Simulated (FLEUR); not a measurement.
**RbCl: band structure with LDA**

Crystal: RbCl.

```
Rb Cl
1.0
     0.00000    3.27400    3.27400
     3.27400    0.00000    3.27400
     3.27400    3.27400    0.00000
Rb Cl
1 1
Direct
  0.00000 0.00000 0.00000
  0.50000 0.50000 0.50000
```

- Program: FLEUR MaX-R8.1 (later development tree)
- Task: band structure
- Functional: LDA
- Potentials or basis: all-electron
- Basis: FLAPW
- Kmax: 4.1 1/bohr
- k mesh: 7 × 7 × 7
- Occupations: fermi-dirac, width 0.05 eV
- Spin: no spin polarisation
- Gmax: 12.7 1/bohr
- Muffin-tin radii: Rb 2.66, Cl 2.66 bohr
- lmax: Rb 10, Cl 10
- lnonsphr: Rb 10, Cl 10
- Local orbitals a species: Rb 5, Cl 4
- Max iterations: 60
- Mixing factor: 0.05
- Mixer: Anderson
- Mixer history: 15
- Density convergence: 1e-05 me/bohr^3

The band gap on the k mesh is 4.60 eV, direct and the band gap along the path is 4.60 eV, direct. The valence electrons inside the program's atomic spheres are Rb 7.48; Cl 6.63 (radii Rb 2.66, Cl 2.66 bohr).

Levels at the corners of the path, in eV from the valence-band top:
```
point  band 4  band 5  band 6  band 7  band 8  band 9  band 10  band 11  band 12  band 13
    Γ   -7.87   -7.87    0.00    0.00    0.00    4.60     7.72     7.72     7.72     8.76
    X   -7.98   -7.98   -0.34   -0.11   -0.11    5.84     7.77     9.36     9.91    10.22
    W   -8.08   -7.86   -0.48   -0.25   -0.25    7.35     7.35     9.06     9.17    11.44
    K   -7.95   -7.93   -0.44   -0.30   -0.24    6.61     8.39     8.79     9.55    10.72
    Γ   -7.87   -7.87    0.00    0.00    0.00    4.60     7.72     7.72     7.72     8.76
    L   -7.88   -7.84   -0.95   -0.37   -0.37    7.39     7.69     9.98     9.98    11.04
    U   -7.95   -7.93   -0.44   -0.30   -0.24    6.61     8.39     8.79     9.55    10.72
    W   -8.08   -7.86   -0.48   -0.25   -0.25    7.35     7.35     9.06     9.17    11.44
    L   -7.88   -7.84   -0.95   -0.37   -0.37    7.39     7.69     9.98     9.98    11.04
    K   -7.95   -7.93   -0.44   -0.30   -0.24    6.61     8.39     8.79     9.55    10.72
    U   -7.95   -7.93   -0.44   -0.30   -0.24    6.61     8.39     8.79     9.55    10.72
    X   -7.98   -7.98   -0.34   -0.11   -0.11    5.84     7.77     9.36     9.91    10.22
```

Core levels (eV from the Fermi level):
| atom | levels |
| --- | --- |
| 1 Rb | 1s1/2 -14996.2, 2s1/2 -1996.2, 2p1/2 -1811.4, 2p3/2 -1750.7, 3s1/2 -288.7, 3p1/2 -222.4, 3p3/2 -213.3, 3d3/2 -96.9, 3d5/2 -95.4 |
| 2 Cl | 1s1/2 -2731.9, 2s1/2 -242.0, 2p1/2 -183.1, 2p3/2 -181.4 |

Run time: 35 s on 1 thread of Intel(R) Xeon(R) 6975P-C (Granite Rapids), with other jobs on the host, peak memory 0.07 GiB.
